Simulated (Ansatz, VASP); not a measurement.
## Two plane-wave programs on HfN

```
CELL_PARAMETERS angstrom
0.00000 2.25078 2.25078
2.25078 0.00000 2.25078
2.25078 2.25078 0.00000
ATOMIC_POSITIONS crystal
Hf 0.50000 0.50000 0.50000
N 0.00000 0.00000 0.00000
```

Alike in both runs: functional PBEsol; k mesh 16 × 16 × 16; occupations gaussian, width 0.1 eV; no spin polarisation.

Ansatz relaxed the structure, and its values are those at the end. VASP's run is a single point on that final structure, the one shown.

|  | VASP | Ansatz |
| --- | --- | --- |
| version | VASP 6.6.1 | Ansatz 0.2.0 |
| potentials or method | VASP PAW PBE potentials, release 64 (Hf_pv, N) | scalar-relativistic, plane waves, PAW |
| plane-wave cutoff (eV) | 520 | 420 |
| valence electrons in the cell | 15 | 31 |

```tsv
	VASP	Ansatz	Ansatz less VASP
gap on the k mesh at the Fermi level (eV)	none	none	-
pressure (GPa)	-2.2	0.0	+2.18
```

A gap of «none» marks a metal or a gap that the smearing closes. With one functional, cell and mesh, what is left measures potentials, basis and numerics. The two sets of potentials don't hold the same shells in valence.

Caveats: the PAW data sets were made with another functional, which shifts forces and pressure a little (VASP). The runs have no spin-orbit coupling, so splittings on Hf are missing.
